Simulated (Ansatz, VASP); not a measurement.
**Cross-check of PbS (Galena) between VASP and Ansatz**

Wanted: the spread between two codes on one cell, functional and k mesh. The cell is taken from a series of VASP runs on this material, whose earlier steps may have relaxed, scaled or displaced it; both programs get it as it stands. Other levels of theory on this material are compared in a session of their own.

Calculated with Ansatz 0.2.0; plane waves, with VASP 6.6.1 beside it; band structure at PBE and band structure at r2SCAN, spin-orbit coupling.

## (1) The structure

It takes space group Fm-3m (No. 225, cubic). Conventional cell: a = 5.931 Å, b = 5.931 Å, c = 5.931 Å, α = 90.00°, β = 90.00°, γ = 90.00°. Nearest to Pb lie 6 S at 2.97 Å. Nearest to S lie 6 Pb at 2.97 Å. Farther neighbours and most contacts between anions are not listed.

As a file:

```xyz
2
Lattice="0.0000 2.9657 2.9657 2.9657 0.0000 2.9657 2.9657 2.9657 0.0000" Properties=species:S:1:pos:R:3 pbc="T T T"
Pb    0.0000    0.0000    0.0000
S     2.9657    2.9657    2.9657
```

## (2) VASP: band structure, PBE

Levels along a path test the potential and the projectors away from the mesh points.

Lines of VASP's logs that name or quote its potential files are left out, and so is its time.

INCAR reads:

```
SYSTEM = PbS
PREC = Accurate
ENCUT = 350
EDIFF = 1E-06
NELM = 100
ISMEAR = 0
SIGMA = 0.03
LREAL = .FALSE.
ALGO = Normal
GGA = PE
NBANDS = 22
LORBIT = 11
LWAVE = .FALSE.
LCHARG = .FALSE.
KPAR = 4
LASPH = .TRUE.
```

POSCAR reads:

```
PbS
1.0
    0.0000000000      2.9657500000      2.9657500000
    2.9657500000      0.0000000000      2.9657500000
    2.9657500000      2.9657500000      0.0000000000
Pb S
1 1
Direct
    0.0000000000      0.0000000000      0.0000000000
    0.5000000000      0.5000000000      0.5000000000
```

KPOINTS reads:

```
Automatic mesh
0
Gamma
6 6 6
0 0 0
```

KPOINTS_OPT reads:

```
Line mode
10
Line-mode
Reciprocal
  0.00000000   0.00000000   0.00000000 GAMMA
  0.50000000   0.00000000   0.50000000 X

  0.50000000   0.00000000   0.50000000 X
  0.50000000   0.25000000   0.75000000 W

  0.50000000   0.25000000   0.75000000 W
  0.37500000   0.37500000   0.75000000 K

  0.37500000   0.37500000   0.75000000 K
  0.00000000   0.00000000   0.00000000 GAMMA

  0.00000000   0.00000000   0.00000000 GAMMA
  0.50000000   0.50000000   0.50000000 L

  0.50000000   0.50000000   0.50000000 L
  0.62500000   0.25000000   0.62500000 U

  0.62500000   0.25000000   0.62500000 U
  0.50000000   0.25000000   0.75000000 W

  0.50000000   0.25000000   0.75000000 W
  0.50000000   0.50000000   0.50000000 L

  0.50000000   0.50000000   0.50000000 L
  0.37500000   0.37500000   0.75000000 K

  0.62500000   0.25000000   0.62500000 U
  0.50000000   0.00000000   0.50000000 X
```

PAW data sets: Pb_d and S (PBE family, release 64).

The run is started by

```
mpirun -np 4 vasp_std
```

Numbers of over 12 decimals in the logs are rounded to 6 here.

The program printed:

```text
[banner, memory and clock lines left out]
running    4 mpi-ranks, on    1 nodes
 distrk:  each k-point on    1 cores,    4 groups
 distr:  one band on    1 cores,    1 groups

 POSCAR found type information on POSCAR PbS
 POSCAR found :  2 types and       2 ions
 LDA part: xc-table for (Slater+PW92), standard interpolation
 POSCAR, INCAR and KPOINTS ok, starting setup
 FFT: planning ... GRIDC
 FFT: planning ... GRID_SOFT
 FFT: planning ... GRID
 WAVECAR not read
 entering main loop
       N       E                     dE             d eps       ncg     rms          rms(c)
DAV:   1     0.156702604673E+03    0.15670E+03   -0.73620E+03   718   0.695E+02
DAV:   2     0.341166567235E+01   -0.15329E+03   -0.14382E+03   758   0.244E+02
DAV:   3    -0.890593861535E+01   -0.12318E+02   -0.12212E+02   888   0.747E+01
DAV:   4    -0.922498327275E+01   -0.31904E+00   -0.31887E+00   834   0.123E+01
DAV:   5    -0.923680947735E+01   -0.11826E-01   -0.11826E-01  1028   0.240E+00    0.461E+00
DAV:   6    -0.875144032058E+01    0.48537E+00   -0.10725E+00  1102   0.610E+00    0.327E+00
DAV:   7    -0.875244159935E+01   -0.10013E-02   -0.13632E-01   870   0.149E+00    0.188E+00
DAV:   8    -0.875586761145E+01   -0.34260E-02   -0.14904E-02   822   0.103E+00    0.221E-01
DAV:   9    -0.875533868797E+01    0.52892E-03   -0.28473E-03  1066   0.374E-01    0.998E-02
DAV:  10    -0.875552741813E+01   -0.18873E-03   -0.39944E-04   776   0.917E-02    0.802E-02
DAV:  11    -0.875554017475E+01   -0.12757E-04   -0.65041E-05   862   0.698E-02    0.291E-02
DAV:  12    -0.875554088237E+01   -0.70762E-06   -0.26736E-06   882   0.967E-03
   1 F= -.87555409E+01 E0= -.87555409E+01  d E =-.296866E-15
 Start KPOINTS_OPT (optional k-point list driver)
k-point batch [1-16\100]
       N       E                     dE             ncg
DAV:   1     0.734091042358E+03   -0.58036E+04      736
DAV:   2    -0.159649757529E+04   -0.23306E+04      754
DAV:   3    -0.175870448594E+04   -0.16221E+03      882
DAV:   4    -0.176243604777E+04   -0.37316E+01      838
DAV:   5    -0.176258737960E+04   -0.15133E+00     1046
DAV:   6    -0.176259165977E+04   -0.42802E-02      914
DAV:   7    -0.176259176700E+04   -0.10723E-03     1034
DAV:   8    -0.176259177116E+04   -0.41526E-05      752
DAV:   9    -0.176259177124E+04   -0.82154E-07      610
[...]
k-point batch [97-100\100]
       N       E                     dE             ncg
DAV:   1     0.692731088846E+04   -0.20998E+04      184
DAV:   2     0.636453159230E+04   -0.56278E+03      188
DAV:   3     0.632175585619E+04   -0.42776E+02      220
DAV:   4     0.632076056860E+04   -0.99529E+00      222
DAV:   5     0.632072631590E+04   -0.34253E-01      254
DAV:   6     0.632072508510E+04   -0.12308E-02      230
DAV:   7     0.632072507871E+04   -0.63848E-05      252
DAV:   8     0.632072507863E+04   -0.79804E-07      196
```

Parts of OUTCAR (step 2):

```text
ion  position               nearest neighbor table
   1  0.000  0.000  0.000-   2 2.97   2 2.97   2 2.97   2 2.97   2 2.97   2 2.97
   2  0.500  0.500  0.500-   1 2.97   1 2.97   1 2.97   1 2.97   1 2.97   1 2.97

  LATTYP: Found a face centered cubic cell.
 ALAT       =     5.9315000000

 Subroutine GETGRP returns: Found 48 space group operations
 (whereof 48 operations were pure point group operations)

The static configuration has the point symmetry O_h .

 Found     16 irreducible k-points:

   k-points           NKPTS =     16   k-points in BZ     NKDIM =     16   number of bands    NBANDS=     22

   dimension x,y,z NGX =    28 NGY =   28 NGZ =   28
   dimension x,y,z NGXF=    56 NGYF=   56 NGZF=   56

   ENCUT  =  350.0 eV  25.72 Ry    5.07 a.u.   6.40  6.40  6.40*2*pi/ulx,y,z

   NELECT =      20.0000    total number of electrons

 k-points in reciprocal lattice and weights: Automatic mesh
   0.00000000  0.00000000  0.00000000       0.005
   0.16666667  0.00000000  0.00000000       0.037
   0.33333333  0.00000000  0.00000000       0.037
   0.50000000  0.00000000  0.00000000       0.019
   0.16666667  0.16666667  0.00000000       0.028
   0.33333333  0.16666667  0.00000000       0.111
   0.50000000  0.16666667  0.00000000       0.111
  -0.33333333  0.16666667  0.00000000       0.111
  -0.16666667  0.16666667  0.00000000       0.056
[...]
-0.33333333  0.33333333  0.16666667       0.111
  -0.33333333  0.50000000  0.16666667       0.056

 average (electrostatic) potential at core
       1 -91.5291       2 -85.4084

 E-fermi :   6.0284

 k-point     1 :       0.0000    0.0000    0.0000
  band No.  band energies     occupation
    ...
      6      -7.7773      2.00000
      7      -0.2156      2.00000
      8       3.6473      2.00000
      9       3.6473      2.00000
     10       3.6473      2.00000
     11      11.0354      0.00000
     12      11.0354      0.00000
     13      11.0354      0.00000
     14      12.5548      0.00000
     15      12.5548      0.00000
    ...

 k-point     2 :       0.1667    0.0000    0.0000
  band No.  band energies     occupation
    ...
      6      -7.5439      2.00000
      7      -0.9651      2.00000
      8       3.7210      2.00000
      9       3.7210      2.00000
     10       4.1981      2.00000
     11       9.2371      0.00000
     12       9.8405      0.00000
     13       9.8405      0.00000
     14      12.5022      0.00000
     15      13.1602      0.00000
    ...

 k-point     3 :       0.3333    0.0000    0.0000
  band No.  band energies     occupation
    ...
      6      -6.9521      2.00000
      7      -2.3074      2.00000
      8       3.9112      2.00000
      9       3.9112      2.00000
     10       5.0876      2.00000
     11       7.2946      0.00000
     12       8.3811      0.00000
     13       8.3811      0.00000
     14      13.1946      0.00000
     15      14.5644      0.00000
    ...

  Total        0.6027912      0.6027912      0.6027912     -0.0000000     -0.0000000      0.0000000
  in kB       18.5115955     18.5115955     18.5115955     -0.0000000     -0.0000000      0.0000000
  external PRESSURE =      18.5115955 kB  Pullay stress =       0.0000000 kB

  energy-cutoff  :      350.00
  volume of cell :       52.17
      direct lattice vectors                 reciprocal lattice vectors
     0.000000000  2.965750000  2.965750000    -0.168591419  0.168591419  0.168591419
     2.965750000  0.000000000  2.965750000     0.168591419 -0.168591419  0.168591419
     2.965750000  2.965750000  0.000000000     0.168591419  0.168591419 -0.168591419

 POSITION                                       TOTAL-FORCE (eV/Angst)
 -----------------------------------------------------------------------------------
      0.00000      0.00000      0.00000         0.000000      0.000000      0.000000
      2.96575      2.96575      2.96575        -0.000000     -0.000000     -0.000000
 -----------------------------------------------------------------------------------
    total drift:                                0.000000      0.000000      0.000000

  FREE ENERGIE OF THE ION-ELECTRON SYSTEM (eV)
  ---------------------------------------------------
  free  energy   TOTEN  =        -8.7555408824 eV

  energy  without entropy=       -8.7555408824  energy(sigma->0) =       -8.75554088

 total charge
# of ion       s       p       d       tot
------------------------------------------
    1        1.489   0.505   9.845  11.839
    2        1.350   2.339   0.000   3.689
--------------------------------------------------
tot          2.839   2.844   9.845  15.528

[... 3 further parts left out ...]
```

The run ends at a pressure of 1.85 GPa.

## (3) Ansatz: band structure, PBE

Ansatz runs on its default PAW (the set named soft_2) files.

The same cell, functional, mesh and smearing now go to Ansatz, which takes its cutoff from its data sets.

input.yaml reads:

```yaml
crystal:
  lattice:
    - [0.0, 2.96575, 2.96575]
    - [2.96575, 0.0, 2.96575]
    - [2.96575, 2.96575, 0.0]
  atoms:
    - { symbol: Pb, position: [0.0, 0.0, 0.0] }
    - { symbol: S, position: [0.5, 0.5, 0.5] }
hamiltonian:
  xc: pbe
  pseudopotentials: { kind: paw }
kpoints:
  mp_grid: { grid: [6, 6, 6] }
  band_path:
    path:
      - [0.0, 0.0, 0.0]
      - [0.16667, 0.0, 0.16667]
      - [0.33333, 0.0, 0.33333]
      - [0.5, 0.0, 0.5]
      - [0.5, 0.08333, 0.58333]
      - [0.5, 0.19444, 0.69444]
      - [0.5, 0.25, 0.75]
      - [0.45833, 0.29167, 0.75]
      - [0.40278, 0.34722, 0.75]
      - [0.375, 0.375, 0.75]
      - [0.20833, 0.20833, 0.41667]
      - [0.08333, 0.08333, 0.16667]
      - [0.0, 0.0, 0.0]
      - [0.22222, 0.22222, 0.22222]
      - [0.38889, 0.38889, 0.38889]
      - [0.5, 0.5, 0.5]
      - [0.51389, 0.47222, 0.51389]
      - [0.55556, 0.38889, 0.55556]
      - [0.61111, 0.27778, 0.61111]
      - [0.61111, 0.25, 0.63889]
      - [0.56944, 0.25, 0.68056]
      - [0.51389, 0.25, 0.73611]
      - [0.5, 0.27778, 0.72222]
      - [0.5, 0.38889, 0.61111]
      - [0.5, 0.47222, 0.52778]
      - [0.48611, 0.48611, 0.52778]
      - [0.43056, 0.43056, 0.63889]
      - [0.38889, 0.38889, 0.72222]
      - [0.59722, 0.19444, 0.59722]
      - [0.55556, 0.11111, 0.55556]
      - [0.5, 0.0, 0.5]
    npoints: 1
scf:
  occupations: { method: gaussian, width: 0.03 }
  n_extra_bands: 7
output:
  forces: true
  stress: true
  eigenvalues: true
```

The run is started by

```
ansatz run input.yaml --threads 2 --pin off --max-ram 4608MiB --backend cpu --events-out ev --progress --plain --runs-dir out
```

The program printed:

```text
scf.n_extra_bands = 7 over 10 filled bands (N_el = 20.0): the run solves 17 bands
Engine: ansatz 0.2.0, aarch64-unknown-linux-gnu
Pseudopotentials: kind: paw
Pseudopotential: Pb, paw, valence charge 14, recommended cutoff 420 eV (normal), Pb.paw.azcp
Pseudopotential: S, paw, valence charge 6, recommended cutoff 420 eV (normal), S.paw.azcp
Functional definition: PBE
  parameter kappa = 0.804
  parameter beta = 0.066725
  exchange = pbe_x(kappa = kappa, mu = beta*pi^2/3)
  correlation = pbe_c(beta = beta)
Crystal: 2 atoms, lattice volume = 52.172 Å³
Basis set: ecut = 420 eV, 965 PW (Γ), exchange–correlation on 60×60×60 points (8 copies of the dense FFT grid, shifted against one another)
Bands: 17, of which v1, the nominal top of the filled ones, is band 10 counted from 1 (9 counted from 0)
Symmetry: 48 space group operations
Space group: Fm-3m (ITA 225), of the structure as read, at distance tolerance 3.7e-5 Å
k-points: 16 of 216
Non-local potential: Pb, projectors of the file, l = 0: 2, l = 1: 2, l = 2: 2, l = 3: 2
Non-local potential: S, projectors of the file, l = 0: 2, l = 1: 2, l = 2: 2
PAW form: soft (Blöchl's): semilocal exchange-correlation on the pseudo side does not see the compensation charge
PAW one-centre angular grid: Pb, 590 points (default); XC on 64 Gauss nodes
PAW one-centre angular grid: S, 110 points (default); XC on 64 Gauss nodes
Initial density: superposition of atomic densities (neutral atoms: chi_scale 0, normalization atom), corrected by the library's trained network
Initial wavefunctions: pseudopotential atomic-orbital guess
Functional: x = pbe(κ = 0.804, μ = 0.219515), c = pbe(β = 0.066725)
SCF iter   1: F=—  HF=-12809.559894 eV  |F-HF|=—  |Δ(HF+E_count)|=         —  Δρ=8.22e-4  dr2=4.80e-4  ethr=1.77e-3  ⟨swp⟩=6.8  Hψ=1589  notcnv=0
preconditioner: auto → none  [insulator: Δε(μ)=0.364 eV  Ē_g=18.039 eV  σ=0.030 eV  W_gap=1.00  n_scr=14 (ndim 8)  ℏωp=23.0 eV  f_vac=0.000  D(μ)=0.00/eV (n_scr^D=0)  ε∞_Penn≈2.6]
SCF iter   2: F=—  HF=-12809.559197 eV  |F-HF|=—  |Δ(HF+E_count)|=   6.98e-4  Δρ=4.83e-4  dr2=1.41e-4  ethr=2.40e-6  ⟨swp⟩=2.2  Hψ=580  notcnv=0  defer=18
SCF iter   3: F=—  HF=-12809.559188 eV  |F-HF|=—  |Δ(HF+E_count)|=   8.31e-6  Δρ=1.87e-4  dr2=2.13e-5  ethr=7.06e-7  ⟨swp⟩=2.6  Hψ=389  notcnv=0  defer=18
SCF iter   4: F=—  HF=-12809.559199 eV  |F-HF|=—  |Δ(HF+E_count)|=   1.11e-5  Δρ=4.82e-5  dr2=1.11e-6  ethr=1.06e-7  ⟨swp⟩=2.7  Hψ=368  notcnv=0  defer=18
iter 5 did not close the SCF: its close was put off for the readings that it lacked (scf_convergence_deferred on its scf_iter line)
SCF iter   5: F=-12809.559199 eV  HF=-12809.559199 eV  |F-HF|=1.94e-8  |Δ(HF+E_count)|=   2.27e-7  Δρ=6.82e-6  dr2=2.68e-8  ethr=5.54e-9  ⟨swp⟩=2.0  Hψ=367  notcnv=0  defer=18
SCF iter   6: F=-12809.559199 eV  HF=-12809.559199 eV  |F-HF|=5.82e-11  |Δ(HF+E_count)|=   8.34e-9  Δρ=4.84e-7  dr2=1.23e-10  ethr=1.34e-10  ⟨swp⟩=5.9  Hψ=1255  notcnv=0
SCF 1 converged in 6 iterations: F = -12809.559199 eV  dr2 = 1.23e-10
  greatest PAW one-centre occupation: 0.982 electrons in one spin orbital (limit 2), on the Pb atom at site 0 (counted from 0), in its partial waves of l = 2
NSCF: frozen V_eff on 31 k-points
SCF converged after 6 iterations
Free energy (F): -12809.559199 eV
Harris-Foulkes:  -12809.559199 eV  (|F-HF|=5.82e-11)
Internal energy: -12809.559199 eV  (E = F + TS)
E sigma→0 (E₀):  -12809.559199 eV
Fermi energy:    8.633239 eV
--- Per-component energies (eV) ---
  E_band       = -55.223578
  E_kinetic    = 393.728367
  E_local      = -1221.430659  (includes V_loc(G=0)·N_el)
  E_nonlocal   = 378.545346
  E_hartree    = 474.942499
  E_xc         = -318.614569
  E_vxc        = -220.599614  (∫ρ·V_xc dr)
  E_paw        = -11003.373832  (= ΣΔE_a)
  E_vpaw       = -335.352187  (= ΣTr[D̂ρ^β])
  E_aug_tail   = 0.000052  (compensation charges beyond the density's cutoff)
  E_ewald      = -1513.356403
  E_smearing   = -0.000000  (= −TS)
  E_closure    = 0.000000  (closes the sum)
  Σ components = -12809.559199   (vs F -12809.559199, Δ=0.00e0)
--- Forces (eV/Å), atoms counted from 1 ---
  atom   1  Pb    -0.00000000    -0.00000000    -0.00000000
  atom   2  S      0.00000000     0.00000000     0.00000000
  max |Σ_I F_I| component: 6.77e-30 eV/Å
--- Stress (GPa, compression-positive) ---
        2.207339       0.000000       0.000000
       -0.000000       2.207339      -0.000000
       -0.000000       0.000000       2.207339
  P = ⅓ Tr σ = 2.2073 GPa (22.073 kbar)
--- Band table (eV; the first three rows and the last of 16) ---
  k-point 0: bands = [... 6 lower, 2.4227, 6.2722, 6.2722, 6.2722, 13.6655, 13.6655, 13.6655, 15.1486, ... 3 higher]
  k-point 1: bands = [... 6 lower, 1.6715, 6.3460, 6.3460, 6.8254, 11.8643, 12.4642, 12.4642, 15.1145, ... 3 higher]
  k-point 2: bands = [... 6 lower, 0.3283, 6.5362, 6.5362, 7.7174, 9.9229, 11.0043, 11.0043, 15.8101, ... 3 higher]
  k-point 15: bands = [... 6 lower, 0.6702, 3.6156, 4.4750, 6.6435, 11.6124, 12.6993, 13.5460, 15.3203, ... 3 higher]
```

Elapsed: 1.8 s, on 2 threads of Arm Neoverse N1, shared host; peak memory 0.29 GiB; 3 s of CPU time.

## (4) Differences

Known differences besides the potentials themselves: the cutoff is 420 eV in Ansatz and 350 eV in VASP. Total energies have different zeros and are not compared.

The two programs side by side:

| quantity | Ansatz | VASP | difference |
| --- | --- | --- | --- |
| pressure (GPa) | 2.21 | 1.85 | +0.36 |
| gap over the path points (eV) | 0.358 | 0.365 | -0.007 |

Levels at points of the path, from each program's valence-band top (eV; 4 filled, then empty):

| k (reciprocal lattice) | Ansatz | VASP |
| --- | --- | --- |
| 0.000 0.000 0.000 | -6.03 -2.18 -2.18 -2.18 5.21 5.21 5.21 | -6.04 -2.17 -2.17 -2.17 5.21 5.21 5.21 |
| 0.167 0.000 0.167 | -6.80 -2.52 -2.52 -1.10 2.34 4.82 4.82 | -6.80 -2.51 -2.51 -1.10 2.35 4.82 4.82 |
| 0.333 0.000 0.333 | -7.42 -3.25 -3.15 -3.15 3.74 4.24 5.21 | -7.42 -3.25 -3.15 -3.15 3.75 4.26 5.22 |
| 0.500 0.000 0.500 | -7.19 -5.21 -3.45 -3.45 3.85 5.57 5.68 | -7.20 -5.20 -3.44 -3.44 3.86 5.58 5.68 |
| 0.500 0.083 0.583 | -7.42 -5.11 -3.60 -2.94 3.96 4.80 5.44 | -7.43 -5.10 -3.59 -2.94 3.97 4.81 5.45 |
| 0.500 0.194 0.694 | -7.87 -4.71 -4.13 -1.43 2.67 4.37 4.95 | -7.88 -4.71 -4.12 -1.43 2.68 4.39 4.96 |
| 0.500 0.250 0.750 | -7.94 -4.43 -4.43 -1.03 2.19 4.65 4.65 | -7.95 -4.43 -4.43 -1.03 2.19 4.67 4.67 |
| 0.458 0.292 0.750 | -7.95 -4.63 -4.07 -1.29 2.44 4.41 4.86 | -7.95 -4.62 -4.07 -1.29 2.45 4.43 4.87 |
| 0.403 0.347 0.750 | -7.97 -4.77 -3.27 -2.15 3.16 4.17 5.02 | -7.98 -4.76 -3.27 -2.15 3.17 4.18 5.03 |
| 0.375 0.375 0.750 | -7.97 -4.79 -2.95 -2.49 3.32 4.12 5.04 | -7.98 -4.78 -2.94 -2.48 3.33 4.13 5.05 |

Among the levels compared at these points, filled levels agree within 9 meV and empty ones within 18 meV.

(Part 1 of 2 ends here.)

[Lines on the potential files, build, host, timing and source positions are cut from VASP's logs without a mark.]

[Logs are printed without paths, hosts, clocks, repeated set-up lines and the standing remarks that a program may print on its own settings, such as how far it seeks lower states.]

[Hosts, paths, dates, database ids (printed as entryN), source tags and the programs' standing remarks are cut or masked in the printed files.]
